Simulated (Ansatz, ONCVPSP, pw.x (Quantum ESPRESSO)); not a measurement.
# B (Z = 5): one change to the ONCV potential, in the atom and in the bcc crystal

ONCVPSP 4.0.1 input, shortened (lines: element, Z, core and valence counts, functional; n l f; lmax; l rc ep ncon nbas qcut; lloc lpopt rc5 dvloc0; l nproj debl; icmod fcfact rcfact), PBE, scalar-relativistic:

```
  B 5.00    1    2        4      upf
    1    0    2.00
    2    0    2.00
    2    1    1.00
    2
    0    1.45    0.00    3    7    5.30
    1    3.55    0.00    4    9    4.90
    2    3.20    0.36    4    9    2.80
    4    5    1.15    1.00
    0    1    2.80
    1    2    0.80
    2    1    0.50
    0    0.00    0.00
```

Change: s: qcut 5.6; p: qcut 5.2; d: qcut 2.9.

Cutoffs, loose and tight: the cutoffs (Ha) at which the residual kinetic energy of the hardest occupied pseudo-wave falls to 1 and 0.1 mHa per electron. They do not see the model core or the augmentation charge, which bear on the density cutoff. Test errors are all-electron minus pseudo excitation energies from the reference, over the configurations 2s2 2p0; 2s1 2p0; 2s2 2p0.5; 2s1 2p1; variants that change the core or the reference have their own tests.

Crystal test: bcc B in pw.x 7.5, no spin, 18³ k-points, Fermi–Dirac smearing 0.01 Ry, cutoffs set for each file from its atomic test. The reference is all-electron LAPW (Ansatz 0.2.0) with the same functional, mesh and smearing; V0 and B0 come from Birch–Murnaghan fits to the pressures at five volumes. Errors are pseudo minus all-electron; Δ is the rms difference of the E(V) curves that follow from these fits, minima aligned, over ±6 % about the mean V0. Mesh and smearing are coarse, so the numbers serve the comparison and aren't converged zero-temperature values; the lattice is a test structure that the element need not adopt.

All-electron: a0 = 2.308 Å (V0 = 6.15 Å³/atom), B0 = 225.7 GPa.

Does the change bring the crystal closer to the all-electron result?

The mean pressure error goes from -94.15 to -77.30 GPa, so the change moves the solid closer to the all-electron pressures. Neither pressure curve crosses zero within the volumes sampled, so no fits are given.

```json
{"quantity": "outcome (atom)", "base": "generated", "changed": "generated"}
{"quantity": "cutoff, loose (atom)", "base": "10 Ha", "changed": "11 Ha"}
{"quantity": "cutoff, tight (atom)", "base": "14 Ha", "changed": "14 Ha"}
{"quantity": "bound ghosts (atom)", "base": "none", "changed": "none"}
{"quantity": "largest test error (meV) (atom)", "base": "+367", "changed": "+337"}
{"quantity": "cutoffs in pw.x (Ry)", "base": "35/140", "changed": "35/140"}
{"quantity": "mean pressure error (GPa)", "base": "-94.15", "changed": "-77.30"}
```

Base: The largest radius (3.55 bohr) exceeds half the bond length (1.89 bohr), so the spheres overlap, which is one possible source of error among others. This is a poor potential for the solid. The pseudo pressure rises with volume over the whole range, a mechanical instability. Changed file: The largest radius (3.55 bohr) exceeds half the bond length (1.89 bohr), so the spheres overlap, which is one possible source of error among others. This is a poor potential for the solid. The pseudo pressure rises with volume over the whole range, a mechanical instability.
